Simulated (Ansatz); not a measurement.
Ti under changes of volume

One of the cells (17.676 Å³/atom); the others are scaled copies at fixed shape and fractional positions:

```xyz
1
Lattice="-1.6410 1.6410 1.6410 1.6410 -1.6410 1.6410 1.6410 1.6410 -1.6410" Properties=species:S:1:pos:R:3 pbc="T T T"
Ti    0.0000    0.0000    0.0000
```

This isn't the form of Ti at room conditions, which is hcp.

* Program: Ansatz 0.2.0
* Functional: PBEsol
* Potentials or basis: all-electron LAPW, scalar-relativistic
* Cutoff: 245 eV (chosen from the basis error)
* Basis error allowed: 0.0005 eV/atom
* k mesh: 11 × 11 × 11
* Occupations: fermi-dirac, width 0.05 eV
* Spin: no spin polarisation

```csv
volume (Å³/atom),energy over the lowest point (meV/atom),pressure (GPa)
16.616,0.00,-0.6
16.969,?,?
17.323,13.63,-4.9
17.676,27.04,-6.8
18.030,44.29,-8.5
18.383,65.04,-10.0
18.737,88.97,-11.4
```

Q: What does the run at 16.969 Å³/atom give?

A: Energy over the lowest point 4.47 meV/atom; pressure -2.9 GPa.

Worked out: A Birch-Murnaghan fit of order 3 (a polynomial in V^(-2/3)) to the other rows has its minimum at 16.48 Å³/atom, just outside them, with B0 = V·E''(V) = 113 GPa and B' = 3.6. It gives 4.46 meV/atom at 16.969 Å³/atom, against the run's 4.47, and -dE/dV = -3.1 GPa, against -2.9.

Energies are extrapolated to zero smearing.
